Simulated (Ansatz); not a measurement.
# What AlN (model cell, started as CsCl type) distorts into

Which phase does AlN (model cell, started as CsCl type) fall into along its unstable mode, and how much energy does it gain?

Method: DFT LDA, scalar-relativistic, plane waves, PAW; PAW set soft_1, in Ansatz 0.2.0.

Report form: the programs' logs are mostly left out.

The structure was built from a prototype and need not be the compound's stable phase.

**1. The starting structure**

Symmetry: Pm-3m, No. 221, cubic system. The conventional cell has a = 2.570 Å, b = 2.570 Å, c = 2.570 Å, α = 90.00°, β = 90.00°, γ = 90.00°. Al has 8 N at 2.23 Å nearest. N has 8 Al at 2.23 Å nearest. Farther neighbours and most contacts between anions are not listed.

**2. The dispersion**

The cell comes from relaxations at this level that are not shown. Stability and thermal properties need the whole zone. Linear response on a 4×4×4 q mesh gives force constants as far as a supercell of that size would.

File input.yaml:

```yaml
crystal:
  lattice:
    - [2.569778269, 0.0, 0.0]
    - [0.0, 2.569778269, 0.0]
    - [0.0, 0.0, 2.569778269]
  atoms:
    - { symbol: Al, position: [0.0, 0.0, 0.0] }
    - { symbol: "N", position: [0.5, 0.5, 0.5] }
kpoints:
  mp_grid: { grid: [16, 16, 16] }
hamiltonian:
  xc: lda
  pseudopotentials: { kind: paw, azcp: { folder: soft_1 }, xc_functional: pbe }
scf:
  occupations: { method: methfessel_paxton, width: 0.2 }
output:
  eigenvalues: true
phonons:
  method: dfpt
  qmesh: [4, 4, 4]
  temperatures: { t_max: 1000, t_step: 50 }
  qpath:
    path:
      - [[0.0, 0.0, 0.0], [0.0, 0.5, 0.0], [0.5, 0.5, 0.0], [0.0, 0.0, 0.0], [0.5, 0.5, 0.5], [0.0, 0.5, 0.0]]
      - [[0.5, 0.5, 0.5], [0.5, 0.5, 0.0]]
    npoints: 10
```

The run is started by

```console
$ ansatz run input.yaml --threads 4 --pin off --max-ram 10240MiB --backend cpu --events-out ev --progress --plain --runs-dir out
```

Wall time 97 s (4 threads of Arm Neoverse V1, shared host); peak memory 0.99 GiB; 6.2 min of CPU time.

This step gave:

* volume per atom: 8.485 Å³
* gap on the k-mesh: 0 eV
* sum-rule residual before enforcement: 1.48e-4 eV/Å²
* lowest frequency on the path: -1120 cm⁻¹
* point group: m-3m
* highest frequency on the path or at a solved wavevector: 593.4 cm⁻¹
* highest optical mode at the zone centre (no LO-TO term): -269.8 cm⁻¹
* lowest optical zone-centre mode: -269.8 cm⁻¹
* lowest mode on the q mesh (acoustic modes at Γ apart): -1120 cm⁻¹

Frequencies (cm⁻¹) solved at each irreducible wavevector; negative means imaginary. Frequencies by wavevector, by row:

| q in reciprocal lattice units | star | mode 1 | mode 2 | mode 3 | mode 4 | mode 5 | mode 6 |
| --- | --- | --- | --- | --- | --- | --- | --- |
| 0 0 0 | 1 | -269.8 | -269.8 | -269.8 | 0 | 0 | 0 |
| 0 0 0.25 | 6 | -387.4 | -387.4 | -164.7 | -164.7 | 327.2 | 431.5 |
| 0 0 -0.5 | 3 | -561.6 | -561.6 | -221.8 | -221.8 | 479.3 | 593.4 |
| 0 0.25 0.25 | 12 | -496.9 | -196 | 167.2 | 252.8 | 412.9 | 435.2 |
| 0 0.25 -0.5 | 12 | -706.9 | -224.8 | -152 | 207.1 | 507.5 | 559.2 |
| 0 -0.5 -0.5 | 3 | -1120 | -233.9 | 316.8 | 316.8 | 519.8 | 519.8 |
| 0.25 0.25 0.25 | 8 | -140 | -62.5 | -62.5 | 341.8 | 341.8 | 478.7 |
| 0.25 0.25 -0.5 | 12 | -366.8 | -319.5 | 181.5 | 194.8 | 480.6 | 518.1 |
| 0.25 -0.5 -0.5 | 6 | -522.5 | 198.9 | 276.4 | 276.4 | 470.3 | 470.3 |
| -0.5 -0.5 -0.5 | 1 | 246.1 | 246.1 | 246.1 | 368.9 | 368.9 | 368.9 |

Interpolated from a 4×4×4 q mesh. The phonon branches at the labelled points (cm⁻¹):

| point | branch 1 | branch 2 | branch 3 | branch 4 | branch 5 | branch 6 |
| --- | --- | --- | --- | --- | --- | --- |
| Γ | -270 | -270 | -270 | 0 | 0 | 0 |
| halfway | -387 | -387 | -165 | -165 | 327 | 432 |
| X | -562 | -562 | -222 | -222 | 479 | 593 |
| halfway | -707 | -225 | -152 | 207 | 508 | 559 |
| M | -1120 | -234 | 317 | 317 | 520 | 520 |
| halfway | -497 | -196 | 167 | 253 | 413 | 435 |
| Γ | -270 | -270 | -270 | 0 | 0 | 0 |
| halfway | -140 | -62 | -62 | 342 | 342 | 479 |
| R | 246 | 246 | 246 | 369 | 369 | 369 |
| halfway | -367 | -320 | 182 | 195 | 481 | 518 |
| X | -562 | -562 | -222 | -222 | 479 | 593 |
| jump to R | 246 | 246 | 246 | 369 | 369 | 369 |
| halfway | -523 | 199 | 276 | 276 | 470 | 470 |
| M | -1120 | -234 | 317 | 317 | 520 | 520 |

Symmetry leaves 10 wavevectors to solve. The lowest mode among them, the acoustic zeros apart, lies at q = (0, -0.5, -0.5) and is imaginary, 1120.0i cm⁻¹, so the energy falls along it.

**3. The mode frozen in, largest atomic shift 0 Å**

The mode followed lies at q = (0, 0.25, -0.5) with frequency 706.9i cm⁻¹, one of the unstable modes though not the softest. At small amplitude the distorted cell has space group no. 67 by a symmetry search on the positions. The undistorted cell that holds it gives the zero of energy on the same k mesh.

System of this step: AlN (model cell, started as CsCl type). The structure is cubic, space group Pm-3m (No. 221). The conventional cell has a = 2.570 Å, b = 2.570 Å, c = 2.570 Å, α = 90.00°, β = 90.00°, γ = 90.00°. Nearest to Al lie 8 N at 2.23 Å. N has 8 Al at 2.23 Å nearest. Farther neighbours and most contacts between anions are not listed.

input.yaml, the sections that differ from step 2:

```yaml
crystal:
  lattice:
    - [-2.569778269, 0.0, 0.0]
    - [0.0, 0.0, -5.139556538]
    - [0.0, -5.139556538, -2.569778269]
  atoms:
    - { symbol: Al, position: [0.0, 0.75, 0.5] }
    - { symbol: Al, position: [0.0, 0.25, 0.5] }
    - { symbol: Al, position: [0.0, 0.5, 0.0] }
    - { symbol: Al, position: [0.0, 0.0, 0.0] }
    - { symbol: "N", position: [0.5, 0.625, 0.25] }
    - { symbol: "N", position: [0.5, 0.125, 0.25] }
    - { symbol: "N", position: [0.5, 0.375, 0.75] }
    - { symbol: "N", position: [0.5, 0.875, 0.75] }
kpoints:
  mp_grid: { grid: [14, 8, 8] }
output:
  forces: true
  stress: true
  eigenvalues: true
# hamiltonian, scf: as in step 2
# phonons: removed
```

Wall time 4.5 s (4 threads); peak memory 0.47 GiB; 16 s of CPU time.

This step gave:

* pressure: 0.009203 GPa
* energy from the undistorted cell: 0 meV/atom

The run ends at a pressure of 0.01 GPa.

**4. The mode frozen in, largest atomic shift 0.6 Å**

The atoms are moved along the unstable eigenvector, the largest shift by 0.6 Å, with the cell fixed.

input.yaml, the sections that differ from step 3:

```yaml
crystal:
  lattice:
    - [-2.569778269, 0.0, 0.0]
    - [0.0, 0.0, -5.139556538]
    - [0.0, -5.139556538, -2.569778269]
  atoms:
    - { symbol: Al, position: [0.0, 0.75, 0.5] }
    - { symbol: Al, position: [0.0, 0.25, 0.5] }
    - { symbol: Al, position: [0.0, 0.5, 0.0] }
    - { symbol: Al, position: [0.0, 0.0, 0.0] }
    - { symbol: "N", position: [0.2665168208, 0.625, 0.25] }
    - { symbol: "N", position: [0.7334831792, 0.125, 0.25] }
    - { symbol: "N", position: [0.7334831792, 0.375, 0.75] }
    - { symbol: "N", position: [0.2665168208, 0.875, 0.75] }
# kpoints, hamiltonian, scf, output: as in step 3
```

The job ended after 4.7 s (4 threads; peak memory 0.47 GiB; 18 s of CPU time).

Numbers from this step:

```
pressure                         : 13.68 GPa
energy from the undistorted cell : -552.1 meV/atom
```

The energy, extrapolated to zero smearing, is -552.14 meV/atom against the undistorted cell.

The run ends at a pressure of 13.68 GPa, with forces up to 0.77 eV/Å.

**5. Energy along the mode, all amplitudes (two of the runs are shown above)**

An imaginary frequency means negative curvature, so the energy should fall and then rise again as anharmonic terms take over.

Numbers from this step:

| Quantity | Value |
| --- | --- |
| depth at the lowest point sampled | 552.1 meV/atom |
| largest atomic shift at that point | 0.6 Å |

Table of energy from the parent by largest atomic shift:

| largest atomic shift (Å) | energy from the parent (meV/atom) |
| --- | --- |
| 0.000 | 0 |
| 0.040 | -10.3 |
| 0.080 | -40.5 |
| 0.140 | -107 |
| 0.220 | -214 |
| 0.320 | -343 |
| 0.450 | -474 |
| 0.600 | -552 |

Displacement at unit largest shift by atom:

| atom | x (Å) | y (Å) | z (Å) | size |
| --- | --- | --- | --- | --- |
| Al1 | 0.00 | 0.00 | 0.00 | 0.00 |
| Al2 | 0.00 | 0.00 | 0.00 | 0.00 |
| Al3 | 0.00 | 0.00 | 0.00 | 0.00 |
| Al4 | 0.00 | 0.00 | 0.00 | 0.00 |
| N5 | 1.00 | 0.00 | 0.00 | 1.00 |
| N6 | -1.00 | 0.00 | 0.00 | 1.00 |
| N7 | -1.00 | 0.00 | 0.00 | 1.00 |
| N8 | 1.00 | 0.00 | 0.00 | 1.00 |

The lowest of the steps tried is the last one, at 0.6 Å, 552 meV/atom below the parent; the bottom of the well need not coincide with a step.

**6. Relaxation from the frozen mode**

Starting from the lowest point found, all atoms and the cell are let go, so that strain and other modes of the same symmetry can join in.

input.yaml: that of step 4 with these lines changed.

```diff
@@ -25 +25,10 @@
   eigenvalues: true
+  write_density: true
+  write_potential: true
+  elf: true
+  volumetric_format: npy
+relax:
+  adjacent_minimum: "off"
+  f_tol: 0.002
+  max_steps: 120
+  cell: { stress_tol: 0.03 }
```

Wall time 2.1 min (4 threads); peak memory 0.6 GiB.

Step by step (22 of 24):

| step | energy less that of the first step (eV) | largest force component (eV/Å) | pressure (GPa) | volume (Å³) |
| --- | --- | --- | --- | --- |
| 1 | 0.0000 | 0.5930 | 13.68 | 67.88 |
| 2 | -1.1141 | 0.7418 | 7.59 | 70.28 |
| 3 | -1.9062 | 0.7793 | 5.86 | 72.58 |
| 4 | -2.4455 | 0.4776 | 6.75 | 75.17 |
| 5 | -2.7672 | 0.1116 | 2.92 | 79.87 |
| 6 | -2.8073 | 0.0726 | -1.23 | 84.17 |
| 8 | -2.8181 | 0.0024 | 0.01 | 83.23 |
| 9 | -2.8181 | 0.0031 | 0.00 | 83.23 |
| 10 | -2.8181 | 0.0002 | 0.00 | 83.23 |
| 11* | -3.1315 | 0.0028 | 3.53 | 83.23 |
| 12 | -3.2433 | 0.0123 | 1.66 | 87.28 |
| 13 | -3.2712 | 0.0175 | 0.55 | 90.81 |
| 14 | -3.2509 | 0.2090 | -1.25 | 92.60 |
| 15 | -3.2700 | 0.0032 | 0.15 | 91.90 |
| 16 | -3.2682 | 0.0001 | 0.01 | 92.34 |
| 17* | -3.3149 | 0.0005 | 0.23 | 92.34 |
| 19 | -3.3134 | 0.1309 | -0.43 | 94.12 |
| 20 | -3.3155 | 0.0021 | 0.05 | 93.79 |
| 21 | -3.3149 | 0.0003 | 0.00 | 94.11 |
| 22* | -3.3190 | 0.0003 | 0.02 | 94.11 |
| 23 | -3.3188 | 0.0001 | 0.00 | 94.25 |
| 24* | -3.3191 | 0.0001 | 0.00 | 94.25 |

Relaxation steps marked * repeat the geometry before them on a plane-wave basis chosen anew for their cell, so energy and pressure can jump there. Other such steps can lie between the rows shown. Relaxation steps 14, 19 were tried and not accepted.

Forces are held to the 8 operations that the run works with; a distortion that breaks them can't arise in this run.

| cell as run | before | after | change |
| --- | --- | --- | --- |
| a (Å) | 2.570 | 3.512 | +36.7 % |
| b (Å) | 5.140 | 5.137 | -0.1 % |
| c (Å) | 5.746 | 5.821 | +1.3 % |
| α (°) | 63.43 | 63.82 | +0.6 % |
| volume (Å³/atom) | 8.49 | 11.78 | +38.8 % |

The atoms that moved most (Å, as changes of fractional coordinates times the final cell):

| atom | dx | dy | dz | length |
| --- | --- | --- | --- | --- |
| N5 | 0.487 | -0.017 | 0.000 | 0.487 |
| N7 | -0.487 | 0.017 | 0.000 | 0.487 |
| N8 | 0.487 | 0.017 | 0.000 | 0.487 |
| N6 | -0.487 | -0.017 | 0.000 | 0.487 |

The relaxed structure:

```cif
data_structure
_symmetry_space_group_name_H-M 'P 1'
_symmetry_Int_Tables_number 1
_cell_length_a 3.5123
_cell_length_b 5.1369
_cell_length_c 5.8209
_cell_angle_alpha 63.816
_cell_angle_beta 90.000
_cell_angle_gamma 90.000
_cell_volume 94.25
loop_
_atom_site_label
_atom_site_type_symbol
_atom_site_fract_x
_atom_site_fract_y
_atom_site_fract_z
_atom_site_occupancy
Al1 Al 0.00000 0.75000 0.50000 1
Al2 Al 0.00000 0.25000 0.50000 1
Al3 Al 0.00000 0.50000 0.00000 1
Al4 Al 0.00000 0.00000 0.00000 1
N5 N 0.12790 0.62333 0.25334 1
N6 N 0.87210 0.12333 0.25334 1
N7 N 0.87210 0.37667 0.74666 1
N8 N 0.12790 0.87667 0.74666 1
```

This step gave:

* pressure: 0.004957 GPa
* volume per atom: 11.78 Å³
* gap on the k-mesh: 1.623 eV

ELF in the ab plane of the conventional cell at fractional z = 0.000, with atoms of Al within 0.2 Å of it. It is the smooth field of the valence electrons, not physical close to the nuclei.

Ten even steps from '_' (0.04) to '@' (0.81), each cell a mean:
```
**++..____==****++..____==**
@@@@##..==@@@@@@@@##..==@@@@
%%@@##--++@@@@%%@@##--++@@@@
@@@@##--++@@@@@@@@##--++@@@@
@@%%++__::##@@@@%%++__::##@@
==--______..====--______..==
**++..____==++**++..____==++
@@@@**..==@@@@@@@@**..==@@@@
%%@@##--++@@@@%%@@##--++@@@@
@@@@##--++@@@@@@@@##--++@@@@
@@%%++__::##@@@@%%++__::##@@
--::______..----::______..--
**++..____==****++..____==**
@@@@##..==@@@@@@@@##..==@@@@
%%@@##--++@@@@%%@@##--++@@@@
@@@@##--++@@@@@@@@##--++@@@@
@@%%++__::##@@@@%%++__::##@@
==--______..====--______..==
**++..____==++**++..____==++
@@@@**..==@@@@@@@@**..==@@@@
%%@@##--++@@@@%%@@##--++@@@@
@@@@##--++@@@@@@@@##--++@@@@
@@%%++__::##@@@@%%++__::##@@
--::______..----::______..--
```
Columns run along a (5.1 Å), rows up along b (10.4 Å), edges of the conventional cell, whose origin can differ from the input's. Atoms in or near the plane, at fractional coordinates: Al at (0.25, 0.00), Al at (0.75, 0.50), Al at (0.25, 0.50), Al at (0.75, 0.00), Al at (0.25, 0.75), Al at (0.75, 0.25), Al at (0.25, 0.25), Al at (0.75, 0.75).

Valence density in the ab plane of the conventional cell at fractional z = 0.000, with atoms of Al within 0.2 Å of it. It is the smooth field of the valence electrons, not physical close to the nuclei.

Ten even steps from '_' (0.1 e/Å³) to '@' (2.3 e/Å³), each cell a mean:
```
....______........______....
++--..__..::==++--..__..::==
@@++::....==%%@@++::....==%%
##==::....--**##==::....--**
--::..____..::--::..____..::
..__________....__________..
....______........______....
==--..__..::====--..__..::==
@@++::....--%%@@++::....--%%
%%++::....--##%%++::....--##
--::..____..----::..____..--
....________......________..
....______........______....
++--..__..::==++--..__..::==
@@++::....==%%@@++::....==%%
##==::....--**##==::....--**
--::..____..::--::..____..::
..__________....__________..
....______........______....
==--..__..::====--..__..::==
@@++::....--%%@@++::....--%%
%%++::....--##%%++::....--##
--::..____..----::..____..--
....________......________..
```
Columns run along a (5.1 Å), rows up along b (10.4 Å), edges of the conventional cell, whose origin can differ from the input's. Atoms in or near the plane, at fractional coordinates: Al at (0.25, 0.00), Al at (0.75, 0.50), Al at (0.25, 0.50), Al at (0.75, 0.00), Al at (0.25, 0.75), Al at (0.75, 0.25), Al at (0.25, 0.25), Al at (0.75, 0.75).

Electrostatic potential energy in the ab plane of the conventional cell at fractional z = 0.000, with atoms of Al within 0.2 Å of it. With pseudopotentials it is smooth inside the atoms' cores, unlike the true potential.

Ten even steps from '_' (-23 eV) to '@' (20 eV), each cell a mean:
```
**====##**--++**====##**--++
==++==----======++==----====
__--******++____--******++__
..==++++++++::..==++++++++::
++==--==--==++++==--==--==++
**--++@@##--++**--++@@##--++
**====%%**--++**====%%**--++
==++==----======++==----====
__--******++..__--******++..
..==++++++++....==++++++++..
++==--==--==++++==--==--==++
**--++@@##--++**--++@@##--++
**====##**--++**====##**--++
==++==----======++==----====
__--******++____--******++__
..==++++++++::..==++++++++::
++==--==--==++++==--==--==++
**--++@@##--++**--++@@##--++
**====%%**--++**====%%**--++
==++==----======++==----====
__--******++..__--******++..
..==++++++++....==++++++++..
++==--==--==++++==--==--==++
**--++@@##--++**--++@@##--++
```
Columns run along a (5.1 Å; values clipped at the 3rd and 97th percentile), rows up along b (10.4 Å), edges of the conventional cell, whose origin can differ from the input's. Atoms in or near the plane, at fractional coordinates: Al at (0.25, 0.00), Al at (0.75, 0.50), Al at (0.25, 0.50), Al at (0.75, 0.00), Al at (0.25, 0.75), Al at (0.75, 0.25), Al at (0.25, 0.25), Al at (0.75, 0.75).

The distorted start has space group Cmme; the relaxation ends in Cmme.

**7. The new phase in its own primitive cell**

The relaxed structure is symmetrised, reduced to its primitive cell and relaxed tightly, as its phonons need.

File input.yaml:

```yaml
crystal:
  lattice:
    - [2.5684569696, -5.2235839004, 0.0]
    - [2.5684569696, 5.2235839004, 0.0]
    - [0.0, 0.0, 3.512295655]
  atoms:
    - { symbol: Al, position: [0.25, 0.25, 0.0] }
    - { symbol: Al, position: [0.75, 0.75, 0.0] }
    - { symbol: Al, position: [0.5, 0.0, 0.0] }
    - { symbol: Al, position: [0.0, 0.5, 0.0] }
    - { symbol: "N", position: [0.8766708075, 0.1233291925, 0.872099888] }
    - { symbol: "N", position: [0.3766708075, 0.6233291925, 0.127900112] }
    - { symbol: "N", position: [0.1233291925, 0.8766708075, 0.127900112] }
    - { symbol: "N", position: [0.6233291925, 0.3766708075, 0.872099888] }
kpoints:
  mp_grid: { grid: [6, 6, 8] }
hamiltonian:
  xc: lda
  pseudopotentials: { kind: paw, azcp: { folder: soft_1 }, xc_functional: pbe }
scf:
  occupations: { method: fixed }
output:
  forces: true
  stress: true
  eigenvalues: true
relax:
  adjacent_minimum: "off"
  f_tol: 0.001
  max_steps: 60
  cell: { stress_tol: 0.01 }
```

The job ended after 9.3 s (4 threads; peak memory 0.44 GiB).

Little changed from the start: no atom moved by 0.005 Å and no cell edge by 0.1 %.

Numbers from this step:

```yaml
pressure: 0.001072 GPa
gap_on_the_k_mesh: 1.644 eV
direct_gap_on_mesh: 1.722 eV
```

The largest force component left is 0.51 meV/Å and the pressure is 0.001 GPa, within the tolerances set. The cell now holds 11.78 Å³/atom.

(Continued in part 2 of 2.)

[Logs are printed without paths, hosts, clocks, repeated set-up lines and the standing remarks that a program may print on its own settings, such as how far it seeks lower states.]

[Hosts, paths, dates, database ids (printed as entryN), source tags and the programs' standing remarks are cut or masked in the printed files.]
